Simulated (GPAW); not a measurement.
# Cs in GPAW: reference runs

How does Cs come out in PBE? The cell is run as given.

Program: GPAW 26.7.0. These are calculated values, not measurements. Logs are shortened: lines on timing, memory, paths and dates and some standing lists are left out, and cuts for length are marked. The log counts tension as positive stress, the text compression.

## Step 1: The cell of the first run

The cell holds a slab with vacuum, 3 atoms: a = 5.500 Å, b = 5.649 Å, c = 24.134 Å, α = 90.00°, β = 90.00°, γ = 119.13°.

## Step 2: Single point, PBE (the (1 0 1) slab of Cs, cut from the database cell, not relaxed)

File run.py:

```python
import numpy as np
from ase import Atoms
from ase.dft.bandgap import bandgap
from ase.io import write
from ase.units import Bohr
from gpaw import GPAW, PW
from gpaw.elf import elf_from_dft_calculation

atoms = Atoms(['Cs', 'Cs', 'Cs'],
              cell=[[5.50015092, 0.0, 0.0],
                    [-2.75007546, 4.9346005203, 0],
                    [0.0, 0.0, 24.133640161]],
              scaled_positions=[[0.3105883925, 0.6211767851, 0.3107695296],
                                [0.6211767851, 0.2423535701, 0.5],
                                [0.9317651776, 0.8635303552, 0.6892304704]],
              pbc=True)
atoms.pbc = (True, True, False)

calc = GPAW(mode=PW(450),
            xc='PBE',
            kpts={'size': (6, 6, 1), 'gamma': True},
            occupations={'name': 'fermi-dirac', 'width': 0.05},
            nbands=24,
            convergence={'density': 1e-05, 'energy': 1e-05},
            maxiter=150,
            poissonsolver={'dipolelayer': 'xy'},
            txt='gpaw.txt')
atoms.calc = calc
energy = atoms.get_potential_energy()
forces = atoms.get_forces()
calc.write('gs.gpw')
write('result.traj', atoms)
print(f'Energy: {energy:.6f} eV')
print('Forces (eV/A):')
print(forces.round(4))
print('Fermi level:', round(calc.get_fermi_level(), 4), 'eV')
print(f'Gap: {bandgap(calc)[0]:.4f} eV, direct: {bandgap(calc, direct=True)[0]:.4f} eV')

v = calc.get_electrostatic_potential().mean(axis=(0, 1))
z = np.arange(len(v)) * atoms.cell[2, 2] / len(v)
ef = calc.get_fermi_level()
np.savetxt('planar.dat', np.c_[z, v], fmt='%.4f')
below, above = np.interp([1.5, atoms.cell[2, 2] - 1.5], z, v) - ef
print(f'Work functions: bottom {below:.4f} eV, top {above:.4f} eV')
print('Dipole moment:', *calc.get_dipole_moment().round(5), 'e A')

# fields on the real-space grid
write('density.cube', atoms, data=calc.get_pseudo_density() * Bohr**3)
write('potential.cube', atoms, data=calc.get_electrostatic_potential())
write('elf.cube', atoms, data=elf_from_dft_calculation(calc).data)
```

Potentials or basis: GPAW PAW data sets (gpaw-data 1.2.1), pw.

Started as:

```console
OMP_NUM_THREADS=1 python run.py
```

gpaw.txt:

```text
__  _  _
 | _ |_)|_||  |
 |__||  | ||/\| - 26.7.0

Input parameters:
  mode=PW(ecut=450.00000000000006),
  convergence={'density': 1e-05, 'energy': 1e-05},
  kpts=MonkhorstPack(size=(6, 6, 1), gamma=True),
  maxiter=150,
  nbands=24,
  occupations=Occupations(name='fermi-dirac', width=0.05),
  poissonsolver=PoissonSolver(dipolelayer='xy'),
  xc=XC(name='PBE')

Diagonalizing LCAO Hamiltonian
Converting LCAO to pw mode

                Cs

              Cs

        Cs

Atoms  # Å, Bohr magnetons
|   | symbol |         x |        y |         z |    initial magnetic moments |
|---|--------|-----------|----------|-----------|-----------------------------|
| 0 |     Cs | -0.000000 | 3.065259 |  7.500000 | ( 0.0000,  0.0000,  0.0000) |
| 1 |     Cs |  2.750075 | 1.195918 | 12.066820 | ( 0.0000,  0.0000,  0.0000) |
| 2 |     Cs |  2.750075 | 4.261177 | 16.633640 | ( 0.0000,  0.0000,  0.0000) |

Unit cell  # Å
| periodic |         x |        y |         z |   lengths |     angles |
|----------|-----------|----------|-----------|-----------|------------|
|      yes |  5.500151 | 0.000000 |  0.000000 |  5.500151 |  90.000000 |
|      yes | -2.750075 | 4.934601 |  0.000000 |  5.649177 |  90.000000 |
|       no |  0.000000 | 0.000000 | 24.133640 | 24.133640 | 119.131124 |

Number of symmetries: 2
Symmetry operations  # r_c * U_cc + t_c -> r_c
|   | kind |            matrix            |
|---|------|------------------------------|
| 0 |  E   |  1, 0, 0,  0, 1, 0,  0, 0, 1 |
| 1 |  σ   | -1, 0, 0,  1, 1, 0,  0, 0, 1 |

BZ-sampling:
  Number of BZ points: 36
  Number of IBZ points: 13

  Monkhorst-Pack size: [6, 6, 1]
  Monkhorst-Pack shift: [0.08333333333333333, 0.08333333333333333, 0.0]

K-points  # in reciprocal-cell coordinates
|     |                                coordinates |     weight |
|-----|--------------------------------------------|------------|
|   0 | (  0.00000000,   0.00000000,   0.00000000) | 0.02777778 |
|   1 | (  0.00000000,   0.16666667,   0.00000000) | 0.05555556 |
|   2 | (  0.00000000,   0.33333333,   0.00000000) | 0.05555556 |
|   3 | (  0.00000000,   0.50000000,   0.00000000) | 0.02777778 |
|   4 | (  0.16666667,   0.00000000,   0.00000000) | 0.11111111 |
|   5 | (  0.16666667,   0.16666667,   0.00000000) | 0.11111111 |
|   6 | (  0.16666667,   0.50000000,   0.00000000) | 0.11111111 |
|   7 | (  0.33333333,  -0.16666667,   0.00000000) | 0.05555556 |
|   8 | (  0.33333333,   0.00000000,   0.00000000) | 0.11111111 |
|   9 | (  0.33333333,   0.33333333,   0.00000000) | 0.05555556 |
| ... |                                            |            |
|  12 | (  0.50000000,   0.50000000,   0.00000000) | 0.05555556 |

Plane wave coefficients: 14236
Cutoff: 450.00000000000006 eV

Spin-components: 1 (collinear spins)
Bands:           24
Projectors:      15
Spin-degeneracy: 2
Datatype:        complex128

Parallelization:
  kpt:    1
  domain: 1
  band:   1

Density:
  Valence electrons: 27.0
  Components: 1
  Grid points: [ 28  28 120]
  Charge: 0.0  # |e|

Potential:
  Grid points: [ 28  28 120]

species:
  Cs:
    name:    Caesium
    Z:       55.0
    valence: 9
    core:    46
    charge:  0.0  # [|e|]
    compensation charges:
      type: gauss
      rc: 0.33  # [Å]
      lmax: 2
    cutoffs:
      filter: 2.06  # [Å]
      core: 2.51  # [Å]
    projectors
    | kind |    occ | energy [eV] | rcut [Å] |
    |------|--------|-------------|----------|
    |   5s |  2.000 |     -26.706 |    1.164 |
    |   6s |  1.000 |      -2.085 |    1.164 |
    |   5p |  6.000 |     -13.523 |    1.058 |
    |    p |        |      13.688 |    1.058 |
    |    d |        |       0.000 |    1.058 |

    Using partial waves for Cs as LCAO basis

Reference energy: -635400.229458  # eV

eigensolver:
  PPCG
  Converge bands: occupied
  niter=2

density mixing:
  MSR1-Mixer
  Pratt-step length: 0.05
  Maximum mixing coefficient: 0.75
  Old densities: 10
  SVD Regularization: 0.005
  Good broyden scale: 1.0
  Trust region scale: 1.0
  Backstep threshold: 4.0
  History deletion threshold: 6.0
  Fourier metric: weight=20.0, sigma=0.015

occupation numbers:
  Fermi-Dirac:
    width: 0.0500  # eV

<gpaw.new.pw.poisson.DipoleLayerPWPoissonSolver object>
xc functional:
  name: PBE with 2 nearest neighbor stencil

convergence criteria:
- Maximum integral of absolute [dens]ity change: 1e-05 electrons / valence electron
- Maximum [total energy] change in last 3 cyles: 1e-05 eV / valence electron
- Maximum integral of absolute [eigenst]ate change: 4e-08 eV^2 / valence electron
maximum number of iterations: 150

SCF iterations
|iter     | |      energy | eigst |  dens |
|---------|-|-------------|-------|-------|
|iter:   1| |   -3.375177 | -0.64 |       |
|iter:   2| |   -3.254433 | -2.09 | -1.02 |
|iter:   3| |   -2.470894 | -1.56 | -1.06 |
|iter:   4| |   -3.270499 | -1.97 | -1.33 |
|iter:   5| |   -3.437858 | -2.36 | -0.99 |
|iter:   6| |   -2.292493 | -2.94 | -1.04 |
|iter:   7| |   -2.276119 | -3.70 | -1.71 |
|iter:   8| |   -2.275709 | -4.02 | -1.97 |
|iter:   9| |   -2.273092 | -4.83 | -2.29 |
|iter:  10| |   -2.273378 | -5.57 | -2.86 |
|iter:  11| |   -2.273055 | -5.99 | -2.76 |
|iter:  12| |   -2.273043 | -6.90 | -3.24 |
|iter:  13| |   -2.273044c| -7.80c| -3.92 |
|iter:  14| |   -2.273044c| -8.19c| -4.53 |
|iter:  15| |   -2.273044c| -8.74c| -5.06c|

Converged in 15 steps
Energy contributions relative to reference atoms: (reference = -635400.229458)

Energy contributions:
  Kinetic:           0.604065
  Coulomb:          -0.377936
  Zero:             -0.077933
  External:          0.000000
  Xc:               -2.407327
  Entropy:          -0.027826
  Spinorbit:         0.000000
  ----------------------------
  Free energy:      -2.286957
  Extrapolated:     -2.273044

dipole moment: (14.583732, 6.728851, -0.000050)  # |e|*Ang

Fermi level: 0.112
Eigenvalues  # (at kpt = [0.000, 0.000, 0.000])
| band index |      eig [eV] | occ [0-2] |
|------------|---------------|-----------|
|          0 |       -23.920 |     2.000 |
|        ... |               |           |
|          7 |       -10.698 |     2.000 |
|          8 |       -10.698 |     2.000 |
|          9 |       -10.556 |     2.000 |
|         10 |       -10.525 |     2.000 |
|         11 |       -10.520 |     2.000 |
|         12 |        -1.341 |     2.000 |
[... 9 lines left out ...]
|         22 |         2.527 |     0.000 |
|         23 |         2.637 |     0.000 |

No gap
No difference between direct/indirect transitions
vacuum-level: 2.202  # V
Workfunctions: 2.090, 2.090 eV (top, bottom)

Forces  # eV/Ang
|       x |        y |        z |
|---------|----------|----------|
| 0.00000 | -0.00305 |  0.02302 |  # Cs   0
| 0.00000 |  0.00000 | -0.00004 |  # Cs   1
| 0.00000 |  0.00304 | -0.02281 |  # Cs   2

# Writing to gs.gpw (mode='')
```

Wall time 87 s (1 thread of Arm Neoverse V2, shared host); peak memory 0.38 GiB.

What came out:

- Free energy: -2.2870 eV
- Largest force: 0.023 eV/Å
- Band gap on the k mesh: none (metal or under the smearing width)
- Dipole across the slab: 0.00 e·Å
- Work function of the upper face: 2.09 eV
- Work function of the lower face: 2.09 eV

Forces in eV/Å, atoms in the order of the input:
```
Cs   0.000 -0.003  0.023
Cs   0.000  0.000  0.000
Cs   0.000  0.003 -0.023
```
